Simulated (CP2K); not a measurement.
The system is W2C.

```
W C
1.0
     3.07005    0.00000    0.00000
    -1.53502    2.65874    0.00000
     0.00000    0.00000    4.67843
W C
2 1
Direct
  0.66667 0.33333 0.25367
  0.33333 0.66667 0.74633
  0.00000 0.00000 0.00000
```

The cell comes from a database or a generator and needn't be the stable form of this composition.

Base run:

```yaml
Program: CP2K 2026.2
Functional: LDA
Potentials_or_basis: POTENTIAL_UZH W GTH-PBE-q14, C GTH-PBE-q4; TZVP-MOLOPT-PBE-GTH basis
Density_cutoff: 9184 eV
k_mesh: 10 × 10 × 6
Occupations: fermi-dirac, width 0.05 eV
Spin: no spin polarisation
```

Its results: band gap on the k mesh none (metal or under the smearing width); pressure -13.1 GPa; largest force 0.107 eV/Å.

Task: After a change of settings the same cell gave: band gap on the k mesh none (metal or under the smearing width); pressure -5.8 GPa; largest force 0.112 eV/Å. Which change was it?
A. functional from LDA to vdW-DF2
B. functional from LDA to HLE16
C. functional from LDA to PBEsol
D. functional from LDA to TPSS

Result: D.

Caveats: the potentials were made for another functional, which shifts forces and pressure; the basis of atomic orbitals isn't converged, which shifts pressures, moduli and gaps.

Runs at the PBE level aren't shown here.
